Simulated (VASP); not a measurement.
Input of a VASP 6.6.1 run:

File INCAR:

```
PREC = Accurate
ENCUT = 520
EDIFF = 1E-6
ISMEAR = -1
SIGMA = 0.02
LREAL = False
LASPH = True
NELM = 100
ALGO = Normal
ISIF = 2
LWAVE = False
LCHARG = True
GGA = PE
LELF = True
LVHAR = True
NBANDS = 16
```

KPOINTS

```
Automatic mesh
0
Gamma
  10 10 10
```

The input POSCAR:

```
ZnO
1.0
    0.0754600268      2.1469243276      2.1469243276
    2.1469243276      0.0754600268      2.1469243276
    2.1469243276      2.1469243276      0.0754600268
Zn O
1 1
Direct
    0.0000000000      0.0000000000      0.0000000000
    0.5000000000      0.5000000000      0.5000000000
```

Potentials or basis: VASP PAW PBE potentials, release 64 (Zn, O).

Launch:

```sh
$ cat potpaw_PBE.64/Zn/POTCAR potpaw_PBE.64/O/POTCAR > POTCAR
$ mpirun -np 1 vasp_std > vasp.out
```

What does it give for the band gap on the k mesh?

1.01 eV, indirect (least direct gap 2.43 eV).

Predict the pressure.

16.9 GPa.

Stress tensor (GPa, compression positive):
```
16.92 -3.15 -3.15
-3.15 16.92 -3.15
-3.15 -3.15 16.92
```

Caveat: so large a pressure means that the cell lies far from this level's equilibrium, or that cutoff or potentials fall short. A k mesh can miss the band edges.
